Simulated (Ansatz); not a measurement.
# Si215Se (Se on a Si site, 216-site cell): the cost of one run

Program: Ansatz 0.2.0. Level of theory: DFT PBE, scalar-relativistic, plane waves, PAW, and further levels as typed in the inputs. These are calculated values, not measurements.

1 further run of the same task is left out (for a known fault of the program).

**1. The starting structure**

It takes space group P-43m (No. 215, cubic). The conventional cell has a = 16.293 Å, b = 16.293 Å, c = 16.293 Å, α = 90.00°, β = 90.00°, γ = 90.00°. Around Se (site symmetry -43m) lie 4 Si at 2.35 Å. Si (site symmetry 3m) has 1 Se at 2.35 Å and 3 Si at 2.35 Å as nearest neighbours. Si (site symmetry m) has 4 Si at 2.35 Å as nearest neighbours. Si (site symmetry 2mm) has 4 Si at 2.35 Å as nearest neighbours. Only part of the 22 independent sites is listed.

Coordinates:

```cif
data_structure
_symmetry_space_group_name_H-M 'P-43m'
_symmetry_Int_Tables_number 215
_cell_length_a 16.2930
_cell_length_b 16.2930
_cell_length_c 16.2930
_cell_angle_alpha 90.000
_cell_angle_beta 90.000
_cell_angle_gamma 90.000
_cell_volume 4325.17
loop_
_atom_site_label
_atom_site_type_symbol
_atom_site_symmetry_multiplicity
_atom_site_Wyckoff_symbol
_atom_site_fract_x
_atom_site_fract_y
_atom_site_fract_z
_atom_site_occupancy
Se1 Se 1 a 0.00000 0.00000 0.00000 1
Si1 Si 4 e 0.08333 0.08333 0.08333 1
Si2 Si 12 i 0.00000 0.16667 0.16667 1
Si3 Si 12 i 0.08333 0.08333 0.75000 1
Si4 Si 6 f 0.00000 0.00000 0.33333 1
Si5 Si 12 i 0.08333 0.75000 0.75000 1
Si6 Si 12 i 0.33333 0.16667 0.16667 1
Si7 Si 12 i 0.33333 0.16667 0.83333 1
Si8 Si 12 i 0.08333 0.08333 0.41667 1
Si9 Si 4 e 0.75000 0.75000 0.75000 1
Si10 Si 12 i 0.00000 0.33333 0.33333 1
Si11 Si 24 j 0.08333 0.41667 0.75000 1
Si12 Si 12 h 0.00000 0.16667 0.50000 1
Si13 Si 12 i 0.41667 0.75000 0.75000 1
Si14 Si 4 e 0.33333 0.33333 0.33333 1
Si15 Si 4 e 0.33333 0.33333 0.66667 1
Si16 Si 12 i 0.08333 0.41667 0.41667 1
Si17 Si 24 j 0.33333 0.16667 0.50000 1
Si18 Si 12 i 0.41667 0.41667 0.75000 1
Si19 Si 3 c 0.00000 0.50000 0.50000 1
Si20 Si 4 e 0.41667 0.41667 0.41667 1
Si21 Si 6 g 0.33333 0.50000 0.50000 1
```

**2. Relaxing the atoms: Si215Se defect cell, no spin**

Input file input.yaml:

```yaml
crystal:
  lattice:
    - [16.293, 0.0, 0.0]
    - [0.0, 16.293, 0.0]
    - [0.0, 0.0, 16.293]
  atoms:
    - { symbol: Se, position: [0.0, 0.0, 0.0] }
    - { symbol: Si, position: [0.08333333, 0.08333333, 0.08333333] }
    - { symbol: Si, position: [0.08333333, 0.91666667, 0.91666667] }
    - { symbol: Si, position: [0.91666667, 0.08333333, 0.91666667] }
    - { symbol: Si, position: [0.91666667, 0.91666667, 0.08333333] }
    - { symbol: Si, position: [0.0, 0.16666667, 0.16666667] }
    - { symbol: Si, position: [0.0, 0.16666667, 0.83333333] }
    - { symbol: Si, position: [0.0, 0.83333333, 0.16666667] }
    - { symbol: Si, position: [0.0, 0.83333333, 0.83333333] }
    - { symbol: Si, position: [0.16666667, 0.0, 0.16666667] }
    - { symbol: Si, position: [0.16666667, 0.0, 0.83333333] }
    - { symbol: Si, position: [0.83333333, 0.0, 0.16666667] }
    - { symbol: Si, position: [0.83333333, 0.0, 0.83333333] }
    - { symbol: Si, position: [0.16666667, 0.16666667, 0.0] }
    - { symbol: Si, position: [0.16666667, 0.83333333, 0.0] }
    - { symbol: Si, position: [0.83333333, 0.16666667, 0.0] }
    - { symbol: Si, position: [0.83333333, 0.83333333, 0.0] }
    - { symbol: Si, position: [0.08333333, 0.08333333, 0.75] }
    - { symbol: Si, position: [0.08333333, 0.75, 0.08333333] }
    - { symbol: Si, position: [0.75, 0.08333333, 0.08333333] }
    - { symbol: Si, position: [0.08333333, 0.25, 0.91666667] }
    - { symbol: Si, position: [0.08333333, 0.91666667, 0.25] }
    - { symbol: Si, position: [0.75, 0.91666667, 0.91666667] }
    - { symbol: Si, position: [0.25, 0.08333333, 0.91666667] }
    - { symbol: Si, position: [0.91666667, 0.08333333, 0.25] }
    - { symbol: Si, position: [0.91666667, 0.75, 0.91666667] }
    - { symbol: Si, position: [0.25, 0.91666667, 0.08333333] }
    - { symbol: Si, position: [0.91666667, 0.25, 0.08333333] }
    - { symbol: Si, position: [0.91666667, 0.91666667, 0.75] }
    - { symbol: Si, position: [0.0, 0.0, 0.33333333] }
    - { symbol: Si, position: [0.0, 0.0, 0.66666667] }
    - { symbol: Si, position: [0.0, 0.33333333, 0.0] }
    - { symbol: Si, position: [0.0, 0.66666667, 0.0] }
    - { symbol: Si, position: [0.33333333, 0.0, 0.0] }
    - { symbol: Si, position: [0.66666667, 0.0, 0.0] }
    - { symbol: Si, position: [0.08333333, 0.75, 0.75] }
    - { symbol: Si, position: [0.75, 0.08333333, 0.75] }
    - { symbol: Si, position: [0.75, 0.75, 0.08333333] }
    - { symbol: Si, position: [0.08333333, 0.25, 0.25] }
    - { symbol: Si, position: [0.75, 0.25, 0.91666667] }
    - { symbol: Si, position: [0.75, 0.91666667, 0.25] }
    - { symbol: Si, position: [0.25, 0.08333333, 0.25] }
    - { symbol: Si, position: [0.25, 0.75, 0.91666667] }
    - { symbol: Si, position: [0.91666667, 0.75, 0.25] }
    - { symbol: Si, position: [0.25, 0.25, 0.08333333] }
    - { symbol: Si, position: [0.25, 0.91666667, 0.75] }
    - { symbol: Si, position: [0.91666667, 0.25, 0.75] }
    - { symbol: Si, position: [0.33333333, 0.16666667, 0.16666667] }
    - { symbol: Si, position: [0.33333333, 0.16666667, 0.83333333] }
    - { symbol: Si, position: [0.33333333, 0.83333333, 0.16666667] }
    - { symbol: Si, position: [0.33333333, 0.83333333, 0.83333333] }
    - { symbol: Si, position: [0.66666667, 0.16666667, 0.16666667] }
    - { symbol: Si, position: [0.66666667, 0.16666667, 0.83333333] }
    - { symbol: Si, position: [0.66666667, 0.83333333, 0.16666667] }
    - { symbol: Si, position: [0.66666667, 0.83333333, 0.83333333] }
    - { symbol: Si, position: [0.16666667, 0.33333333, 0.16666667] }
    - { symbol: Si, position: [0.16666667, 0.33333333, 0.83333333] }
    - { symbol: Si, position: [0.16666667, 0.66666667, 0.16666667] }
    - { symbol: Si, position: [0.16666667, 0.66666667, 0.83333333] }
    - { symbol: Si, position: [0.83333333, 0.33333333, 0.16666667] }
    - { symbol: Si, position: [0.83333333, 0.33333333, 0.83333333] }
    - { symbol: Si, position: [0.83333333, 0.66666667, 0.16666667] }
    - { symbol: Si, position: [0.83333333, 0.66666667, 0.83333333] }
    - { symbol: Si, position: [0.16666667, 0.16666667, 0.33333333] }
    - { symbol: Si, position: [0.16666667, 0.16666667, 0.66666667] }
    - { symbol: Si, position: [0.16666667, 0.83333333, 0.33333333] }
    - { symbol: Si, position: [0.16666667, 0.83333333, 0.66666667] }
    - { symbol: Si, position: [0.83333333, 0.16666667, 0.33333333] }
    - { symbol: Si, position: [0.83333333, 0.16666667, 0.66666667] }
    - { symbol: Si, position: [0.83333333, 0.83333333, 0.33333333] }
    - { symbol: Si, position: [0.83333333, 0.83333333, 0.66666667] }
    - { symbol: Si, position: [0.08333333, 0.08333333, 0.41666667] }
    - { symbol: Si, position: [0.08333333, 0.41666667, 0.08333333] }
    - { symbol: Si, position: [0.41666667, 0.08333333, 0.08333333] }
    - { symbol: Si, position: [0.75, 0.75, 0.75] }
    - { symbol: Si, position: [0.08333333, 0.58333333, 0.91666667] }
    - { symbol: Si, position: [0.08333333, 0.91666667, 0.58333333] }
    - { symbol: Si, position: [0.41666667, 0.91666667, 0.91666667] }
    - { symbol: Si, position: [0.75, 0.25, 0.25] }
    - { symbol: Si, position: [0.25, 0.75, 0.25] }
    - { symbol: Si, position: [0.58333333, 0.08333333, 0.91666667] }
    - { symbol: Si, position: [0.91666667, 0.08333333, 0.58333333] }
    - { symbol: Si, position: [0.91666667, 0.41666667, 0.91666667] }
    - { symbol: Si, position: [0.25, 0.25, 0.75] }
    - { symbol: Si, position: [0.58333333, 0.91666667, 0.08333333] }
    - { symbol: Si, position: [0.91666667, 0.58333333, 0.08333333] }
    - { symbol: Si, position: [0.91666667, 0.91666667, 0.41666667] }
    - { symbol: Si, position: [0.0, 0.33333333, 0.33333333] }
    - { symbol: Si, position: [0.0, 0.33333333, 0.66666667] }
    - { symbol: Si, position: [0.0, 0.66666667, 0.33333333] }
    - { symbol: Si, position: [0.0, 0.66666667, 0.66666667] }
    - { symbol: Si, position: [0.33333333, 0.0, 0.33333333] }
    - { symbol: Si, position: [0.33333333, 0.0, 0.66666667] }
    - { symbol: Si, position: [0.33333333, 0.33333333, 0.0] }
    - { symbol: Si, position: [0.33333333, 0.66666667, 0.0] }
    - { symbol: Si, position: [0.66666667, 0.0, 0.33333333] }
    - { symbol: Si, position: [0.66666667, 0.0, 0.66666667] }
    - { symbol: Si, position: [0.66666667, 0.33333333, 0.0] }
    - { symbol: Si, position: [0.66666667, 0.66666667, 0.0] }
    - { symbol: Si, position: [0.08333333, 0.41666667, 0.75] }
    - { symbol: Si, position: [0.08333333, 0.75, 0.41666667] }
    - { symbol: Si, position: [0.41666667, 0.08333333, 0.75] }
    - { symbol: Si, position: [0.41666667, 0.75, 0.08333333] }
    - { symbol: Si, position: [0.75, 0.08333333, 0.41666667] }
    - { symbol: Si, position: [0.75, 0.41666667, 0.08333333] }
    - { symbol: Si, position: [0.08333333, 0.25, 0.58333333] }
    - { symbol: Si, position: [0.08333333, 0.58333333, 0.25] }
    - { symbol: Si, position: [0.41666667, 0.25, 0.91666667] }
    - { symbol: Si, position: [0.41666667, 0.91666667, 0.25] }
    - { symbol: Si, position: [0.75, 0.58333333, 0.91666667] }
    - { symbol: Si, position: [0.75, 0.91666667, 0.58333333] }
    - { symbol: Si, position: [0.25, 0.08333333, 0.58333333] }
    - { symbol: Si, position: [0.25, 0.41666667, 0.91666667] }
    - { symbol: Si, position: [0.58333333, 0.08333333, 0.25] }
    - { symbol: Si, position: [0.58333333, 0.75, 0.91666667] }
    - { symbol: Si, position: [0.91666667, 0.41666667, 0.25] }
    - { symbol: Si, position: [0.91666667, 0.75, 0.58333333] }
    - { symbol: Si, position: [0.25, 0.58333333, 0.08333333] }
    - { symbol: Si, position: [0.25, 0.91666667, 0.41666667] }
    - { symbol: Si, position: [0.58333333, 0.25, 0.08333333] }
    - { symbol: Si, position: [0.58333333, 0.91666667, 0.75] }
    - { symbol: Si, position: [0.91666667, 0.25, 0.41666667] }
    - { symbol: Si, position: [0.91666667, 0.58333333, 0.75] }
    - { symbol: Si, position: [0.0, 0.16666667, 0.5] }
    - { symbol: Si, position: [0.0, 0.5, 0.16666667] }
    - { symbol: Si, position: [0.0, 0.5, 0.83333333] }
    - { symbol: Si, position: [0.0, 0.83333333, 0.5] }
    - { symbol: Si, position: [0.16666667, 0.0, 0.5] }
    - { symbol: Si, position: [0.5, 0.0, 0.16666667] }
    - { symbol: Si, position: [0.5, 0.0, 0.83333333] }
    - { symbol: Si, position: [0.83333333, 0.0, 0.5] }
    - { symbol: Si, position: [0.16666667, 0.5, 0.0] }
    - { symbol: Si, position: [0.5, 0.16666667, 0.0] }
    - { symbol: Si, position: [0.5, 0.83333333, 0.0] }
    - { symbol: Si, position: [0.83333333, 0.5, 0.0] }
    - { symbol: Si, position: [0.41666667, 0.75, 0.75] }
    - { symbol: Si, position: [0.75, 0.41666667, 0.75] }
    - { symbol: Si, position: [0.75, 0.75, 0.41666667] }
    - { symbol: Si, position: [0.41666667, 0.25, 0.25] }
    - { symbol: Si, position: [0.75, 0.25, 0.58333333] }
    - { symbol: Si, position: [0.75, 0.58333333, 0.25] }
    - { symbol: Si, position: [0.25, 0.41666667, 0.25] }
    - { symbol: Si, position: [0.25, 0.75, 0.58333333] }
    - { symbol: Si, position: [0.58333333, 0.75, 0.25] }
    - { symbol: Si, position: [0.25, 0.25, 0.41666667] }
    - { symbol: Si, position: [0.25, 0.58333333, 0.75] }
    - { symbol: Si, position: [0.58333333, 0.25, 0.75] }
    - { symbol: Si, position: [0.33333333, 0.33333333, 0.33333333] }
    - { symbol: Si, position: [0.33333333, 0.33333333, 0.66666667] }
    - { symbol: Si, position: [0.33333333, 0.66666667, 0.33333333] }
    - { symbol: Si, position: [0.33333333, 0.66666667, 0.66666667] }
    - { symbol: Si, position: [0.66666667, 0.33333333, 0.33333333] }
    - { symbol: Si, position: [0.66666667, 0.33333333, 0.66666667] }
    - { symbol: Si, position: [0.66666667, 0.66666667, 0.33333333] }
    - { symbol: Si, position: [0.66666667, 0.66666667, 0.66666667] }
    - { symbol: Si, position: [0.08333333, 0.41666667, 0.41666667] }
    - { symbol: Si, position: [0.41666667, 0.08333333, 0.41666667] }
    - { symbol: Si, position: [0.41666667, 0.41666667, 0.08333333] }
    - { symbol: Si, position: [0.08333333, 0.58333333, 0.58333333] }
    - { symbol: Si, position: [0.41666667, 0.58333333, 0.91666667] }
    - { symbol: Si, position: [0.41666667, 0.91666667, 0.58333333] }
    - { symbol: Si, position: [0.58333333, 0.08333333, 0.58333333] }
    - { symbol: Si, position: [0.58333333, 0.41666667, 0.91666667] }
    - { symbol: Si, position: [0.91666667, 0.41666667, 0.58333333] }
    - { symbol: Si, position: [0.58333333, 0.58333333, 0.08333333] }
    - { symbol: Si, position: [0.58333333, 0.91666667, 0.41666667] }
    - { symbol: Si, position: [0.91666667, 0.58333333, 0.41666667] }
    - { symbol: Si, position: [0.33333333, 0.16666667, 0.5] }
    - { symbol: Si, position: [0.33333333, 0.5, 0.16666667] }
    - { symbol: Si, position: [0.33333333, 0.5, 0.83333333] }
    - { symbol: Si, position: [0.33333333, 0.83333333, 0.5] }
    - { symbol: Si, position: [0.66666667, 0.16666667, 0.5] }
    - { symbol: Si, position: [0.66666667, 0.5, 0.16666667] }
    - { symbol: Si, position: [0.66666667, 0.5, 0.83333333] }
    - { symbol: Si, position: [0.66666667, 0.83333333, 0.5] }
    - { symbol: Si, position: [0.16666667, 0.33333333, 0.5] }
    - { symbol: Si, position: [0.16666667, 0.66666667, 0.5] }
    - { symbol: Si, position: [0.5, 0.33333333, 0.16666667] }
    - { symbol: Si, position: [0.5, 0.33333333, 0.83333333] }
    - { symbol: Si, position: [0.5, 0.66666667, 0.16666667] }
    - { symbol: Si, position: [0.5, 0.66666667, 0.83333333] }
    - { symbol: Si, position: [0.83333333, 0.33333333, 0.5] }
    - { symbol: Si, position: [0.83333333, 0.66666667, 0.5] }
    - { symbol: Si, position: [0.16666667, 0.5, 0.33333333] }
    - { symbol: Si, position: [0.16666667, 0.5, 0.66666667] }
    - { symbol: Si, position: [0.5, 0.16666667, 0.33333333] }
    - { symbol: Si, position: [0.5, 0.16666667, 0.66666667] }
    - { symbol: Si, position: [0.5, 0.83333333, 0.33333333] }
    - { symbol: Si, position: [0.5, 0.83333333, 0.66666667] }
    - { symbol: Si, position: [0.83333333, 0.5, 0.33333333] }
    - { symbol: Si, position: [0.83333333, 0.5, 0.66666667] }
    - { symbol: Si, position: [0.41666667, 0.41666667, 0.75] }
    - { symbol: Si, position: [0.41666667, 0.75, 0.41666667] }
    - { symbol: Si, position: [0.75, 0.41666667, 0.41666667] }
    - { symbol: Si, position: [0.41666667, 0.25, 0.58333333] }
    - { symbol: Si, position: [0.41666667, 0.58333333, 0.25] }
    - { symbol: Si, position: [0.75, 0.58333333, 0.58333333] }
    - { symbol: Si, position: [0.25, 0.41666667, 0.58333333] }
    - { symbol: Si, position: [0.58333333, 0.41666667, 0.25] }
    - { symbol: Si, position: [0.58333333, 0.75, 0.58333333] }
    - { symbol: Si, position: [0.25, 0.58333333, 0.41666667] }
    - { symbol: Si, position: [0.58333333, 0.25, 0.41666667] }
    - { symbol: Si, position: [0.58333333, 0.58333333, 0.75] }
    - { symbol: Si, position: [0.0, 0.5, 0.5] }
    - { symbol: Si, position: [0.5, 0.0, 0.5] }
    - { symbol: Si, position: [0.5, 0.5, 0.0] }
    - { symbol: Si, position: [0.41666667, 0.41666667, 0.41666667] }
    - { symbol: Si, position: [0.41666667, 0.58333333, 0.58333333] }
    - { symbol: Si, position: [0.58333333, 0.41666667, 0.58333333] }
    - { symbol: Si, position: [0.58333333, 0.58333333, 0.41666667] }
    - { symbol: Si, position: [0.33333333, 0.5, 0.5] }
    - { symbol: Si, position: [0.66666667, 0.5, 0.5] }
    - { symbol: Si, position: [0.5, 0.33333333, 0.5] }
    - { symbol: Si, position: [0.5, 0.66666667, 0.5] }
    - { symbol: Si, position: [0.5, 0.5, 0.33333333] }
    - { symbol: Si, position: [0.5, 0.5, 0.66666667] }
scf:
  occupations: { method: fixed }
output:
  forces: true
  stress: false
  eigenvalues: true
  efg: {}
kpoints:
  mp_grid: { grid: [1, 1, 1] }
hamiltonian:
  xc: pbe
relax:
  f_tol: 0.01
  max_steps: 60
```

On the command line:

```console
$ ansatz run input.yaml --threads 16 --pin off --max-ram 57344MiB --backend cpu --events-out ev --progress --plain --runs-dir out
```

Q: Estimate wall time and peak memory on 16 threads of Intel Xeon 6975P-C (Granite Rapids), shared host.

About 61 s, with a peak of 6.9 GiB.
